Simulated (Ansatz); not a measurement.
## Te, trigonal tellurium: geometry optimisation

Computed with DFT, PBE, plane waves (420 eV) with PAW, scalar-relativistic (Ansatz 0.2.0).

k-point mesh 5×5×3, Fermi-Dirac smearing 0.05 eV, no spin polarisation. Cell and atoms relax.

Starting structure:

```yaml
crystal:
  lattice:
    - [4.4540012348, 0.0, 0.0]
    - [-2.2270006174, 3.8572782178, 0.0]
    - [0.0, 0.0, 5.924]
  atoms:
    - { symbol: Te, position: [0.269, 0.0, 0.3333333333] }
    - { symbol: Te, position: [0.0, 0.269, 0.6666666667] }
    - { symbol: Te, position: [0.731, 0.731, 0.0] }
hamiltonian:
  xc: pbe
  pseudopotentials:
    kind: paw
    azcp:
      Te: "pseudopotentials/Te.paw.azcp"
basis:
  ecutwfc: 420
  fft_grid_basis: typed
kpoints:
  mp_grid: { grid: [5, 5, 3], shift: [0, 0, 0] }
magnetization:
  spin_polarized: false
scf:
  occupations: { method: fermi_dirac, width: 0.05 }
relax:
  max_steps: 60
  f_tol: 0.01
  cell: {}
```

What cell does the relaxation end in?

P3_121 with a = 4.530 Å, c = 5.937 Å (c/a = 1.311); 35.18 Å³ per atom against 33.93 at the start (3.7 %).

How much energy does the relaxation gain?

5.1 meV per atom.
